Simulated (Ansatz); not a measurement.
**Molecular dynamics of Mn3Si**

Input file:

```yaml
crystal:
  lattice:
    - [5.987546, 0.0, 0.0]
    - [0.0, 5.987546, 0.0]
    - [0.0, 0.0, 5.987546]
  atoms:
    - { symbol: Mn, position: [0.46347692, 0.61356185, 0.52318132] }
    - { symbol: Mn, position: [0.27775437, 0.38540069, 0.18934945] }
    - { symbol: Mn, position: [0.78429677, 0.85025676, 0.76054424] }
    - { symbol: Si, position: [0.05814371, 0.0423817, -0.01229587] }
    - { symbol: Mn, position: [-0.04380194, 0.08611987, 0.3188228] }
    - { symbol: Mn, position: [0.74972055, 0.7385403, 0.17005097] }
    - { symbol: Mn, position: [0.28205531, 0.36423574, 0.69580011] }
    - { symbol: Si, position: [0.50064833, 0.55326256, -0.12034249] }
    - { symbol: Mn, position: [0.00540874, 0.47116073, -0.11561776] }
    - { symbol: Mn, position: [0.75670064, 0.22394989, 0.68281295] }
    - { symbol: Mn, position: [0.29891916, 0.78760959, 0.18373349] }
    - { symbol: Si, position: [0.54416862, 0.08415517, 0.40928928] }
    - { symbol: Mn, position: [0.4723805, 0.06617883, -0.11353494] }
    - { symbol: Mn, position: [0.19128334, 0.93473532, 0.62284461] }
    - { symbol: Mn, position: [0.71517793, 0.38077807, 0.15709364] }
    - { symbol: Si, position: [-0.04369492, 0.58040631, 0.4677284] }
basis:
  ecutwfc: 420.0
kpoints:
  mp_grid: { grid: [3, 3, 3] }
hamiltonian:
  xc: pbesol
scf:
  occupations: { method: fermi_dirac, width: 0.24 }
  lower_state_search: "off"
md:
  timestep: 2
  n_steps: 380
  ensemble: nvt_langevin
  temperature: 2240.0
  initial_velocities: maxwell_boltzmann
  seed: 958616
  friction: 0.02
  temperature_schedule:
    - { n_steps: 285, end_temperature: 300.0 }
    - { n_steps: 95, end_temperature: 300.0 }
```

Command:

```bash
$ ansatz run input.yaml --threads 4 --pin off --max-ram 10240MiB --backend cpu --events-out ev --progress --plain --runs-dir out
```

It goes on from the last frame of an earlier run, with new velocities.

Output, in part (step lines):

```
md step     0: t =     0.00 fs  T =  2100.0 K (target 2240.0 K)  F+E_penalty+E_count = -48906.75817295 eV  E_kin = 4.343136 eV  (9 SCF iters)
md step     1: t =     2.00 fs  T =  1931.3 K (target 2236.6 K)  F+E_penalty+E_count = -48906.68907871 eV  E_kin = 3.994267 eV  (10 SCF iters)
md step     2: t =     4.00 fs  T =  2166.4 K (target 2229.8 K)  F+E_penalty+E_count = -48906.63775825 eV  E_kin = 4.480518 eV  (10 SCF iters)
md step     3: t =     6.00 fs  T =  2081.8 K (target 2223.0 K)  F+E_penalty+E_count = -48906.67623952 eV  E_kin = 4.305520 eV  (10 SCF iters)
md step     4: t =     8.00 fs  T =  1940.8 K (target 2216.2 K)  F+E_penalty+E_count = -48906.77267685 eV  E_kin = 4.013983 eV  (10 SCF iters)
md step     5: t =    10.00 fs  T =  1754.7 K (target 2209.4 K)  F+E_penalty+E_count = -48906.92125640 eV  E_kin = 3.628998 eV  (7 SCF iters)
md step     6: t =    12.00 fs  T =  1803.3 K (target 2202.6 K)  F+E_penalty+E_count = -48907.12594336 eV  E_kin = 3.729443 eV  (7 SCF iters)
md step     7: t =    14.00 fs  T =  1888.9 K (target 2195.8 K)  F+E_penalty+E_count = -48907.34936848 eV  E_kin = 3.906504 eV  (7 SCF iters)
[... lines left out ...]
md step   379: t =   758.00 fs  T =   292.3 K (target 300.0 K)  F+E_penalty+E_count = -48910.61877112 eV  E_kin = 0.604613 eV  (6 SCF iters)
md step   380: t =   760.00 fs  T =   312.7 K (target 300.0 K)  F+E_penalty+E_count = -48910.60125517 eV  E_kin = 0.646793 eV  (8 SCF iters)
```

The steps, from the saved trajectory:

```tsv
time (fs)	T (K)	potential energy less start (eV)
0.0	2100	0.000
24.0	2425	-1.222
48.0	2007	-0.580
72.0	1759	-0.787
96.0	1600	-0.077
120.0	2280	-0.372
144.0	1800	-1.263
168.0	2102	-1.701
192.0	1779	-0.603
216.0	1655	-1.269
240.0	1253	-1.804
264.0	1546	-2.027
288.0	1225	-1.586
312.0	1533	-1.528
336.0	1056	-0.631
360.0	1274	-2.025
384.0	1010	-2.057
408.0	983	-2.278
432.0	1233	-2.476
456.0	948	-2.655
480.0	985	-3.380
504.0	703	-3.199
528.0	544	-3.364
552.0	448	-3.196
576.0	444	-3.236
600.0	448	-3.502
624.0	370	-3.614
648.0	391	-3.832
672.0	329	-3.927
696.0	194	-3.859
720.0	238	-3.869
744.0	332	-3.918
```

All steps were run. The schedule's set-point averaged 463 K over the second half and the system 587 K, so it lags behind the ramp. A run of 0.76 ps of so small a system gives no equilibrium averages. Spin polarisation was left off. Limits of this set-up: coarse k mesh, magnetic elements without spin.

Mean squared displacements from the first frame to the last, about the centre of mass: Mn 0.42 Å², Si 0.27 Å².

Last frame:

```xyz
16
Lattice="5.9875 0.0000 0.0000 0.0000 5.9875 0.0000 0.0000 0.0000 5.9875" Properties=species:S:1:pos:R:3
Mn 2.523 3.680 2.170
Mn 1.177 1.816 0.821
Mn 4.338 4.817 3.870
Si -0.365 0.495 -0.714
Mn -0.372 0.328 2.063
Mn 4.283 4.789 0.711
Mn 1.313 1.806 3.712
Si 2.683 3.391 -0.806
Mn -0.030 3.618 -0.597
Mn 4.688 2.411 3.849
Mn 1.599 5.242 0.582
Si 2.986 0.445 2.555
Mn 2.987 0.895 -0.902
Mn 1.389 4.963 3.736
Mn 4.219 2.035 0.755
Si 0.021 3.622 2.083
```

Time of the run: 32 min on 4 threads of Intel(R) Xeon(R) Platinum 8559C (Emerald Rapids), on a shared host, peak memory 1.3 GiB.
